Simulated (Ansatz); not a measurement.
## NiSi2 and the effect of the pressure

The cell as given:

```xyz
3
Lattice="0.0000 2.7030 2.7030 2.7030 0.0000 2.7030 2.7030 2.7030 0.0000" Properties=species:S:1:pos:R:3 pbc="T T T"
Ni    0.0000    0.0000    0.0000
Si    4.0545    4.0545    4.0545
Si    1.3515    1.3515    1.3515
```

Kept alike: task relaxation of cell and atoms; functional PBEsol; k mesh 9 × 9 × 9; occupations fermi-dirac, width 0.05 eV; collinear spin, ferromagnetic start. Program: Ansatz, all-electron LAPW, scalar-relativistic. The mesh is that of the run's cell of 3 atoms. No spin-orbit coupling.

```csv
"pressure, P (GPa)",volume (Å³/atom)
0,13.087
5,?
10,12.353
20,11.797
30,11.364
```

The relaxations keep at least the cell's symmetry (Fm-3m). The runs follow the start's structure, whether or not it is the stable one at these pressures. P is the pressure aimed at, which the runs meet within some hundredths to tenths of a GPa. The moments vanished: the runs ended non-magnetic.

Fit the rows shown and predict the run at 5 GPa.

Murnaghan's form V = V0 (1 + B′P/B0)^(-1/B′) through the rows shown has V0 = 13.0874, B0 = 150.7 GPa and B′ = 4.6 (largest miss 0.0025); at P = 5 it gives 12.689 Å³/atom. The run gave: volume 12.695 Å³/atom.
